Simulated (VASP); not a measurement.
Set up this calculation in VASP 6.6.1, as the native input.

```yaml
Task: relaxation of cell and atoms
Functional: PBE
Potentials_or_basis: VASP PAW PBE potentials, release 64 (Zn, S)
Cutoff: 520 eV
k_mesh: 10 × 10 × 10
Occupations: gaussian, width 0.02 eV
Spin: no spin polarisation
Further_INCAR_settings: ALGO = Normal; EDIFF = 1e-07; IBRION = 2; EDIFFG = -0.002; NSW = 80; ISIF = 3
```

The structure of ZnS lies in POSCAR:

```
ZnS
1.0
    0.0000000000      2.7020000000      2.7020000000
    2.7020000000      0.0000000000      2.7020000000
    2.7020000000      2.7020000000      0.0000000000
Zn S
1 1
Direct
    0.2500000000      0.2500000000      0.2500000000
    0.0000000000      0.0000000000      0.0000000000
```

These files were run (other wordings do the same):

INCAR

```
ALGO     = Normal         # electronic algorithm
EDIFF    = 1E-7           # SCF threshold, eV
EDIFFG   = -0.002         # ionic threshold
ENCUT    = 520            # plane-wave cutoff, eV
GGA      = PE             # functional
IBRION   = 2              # ionic algorithm
ISIF     = 3              # what is computed and relaxed
ISMEAR   = 0              # smearing method
KPAR     = 4            
LASPH    = T              # aspherical terms in the spheres
LCHARG   = F              # write CHGCAR
LREAL    = F              # projectors in reciprocal space
LWAVE    = F              # write WAVECAR
NELM     = 100            # most SCF steps
NSW      = 80             # ionic steps
PREC     = Accurate       # precision mode
SIGMA    = 0.02           # smearing width, eV
```

KPOINTS

```
k-points
0
Gamma
  10 10 10
```

Potentials or basis: VASP PAW PBE potentials, release 64 (Zn, S).

The run is started by

```console
$ cat potpaw_PBE.64/Zn/POTCAR potpaw_PBE.64/S/POTCAR > POTCAR
$ mpirun -np 4 vasp_std > vasp.out
```

Results of the run:

```
Relaxed volume                         : 20.20 Å³/atom
Relaxed cell                           : a = 3.852 Å, b = 3.852 Å, c = 3.852 Å, α = 60.00°, β = 60.00°, γ = 60.00°
Space group after relaxing (to 0.05 Å) : F-43m (No. 216)
Energy gained by relaxing              : 2.5 meV/atom
Ionic steps                            : 3
Pressure after relaxing                : 0.0 GPa
Band gap on the k mesh                 : 2.01 eV, direct
```

It took 21 s on 4 MPI ranks on AMD EPYC 7R13 Processor (Zen 3) (shared host), peak memory 0.14 GiB a rank.
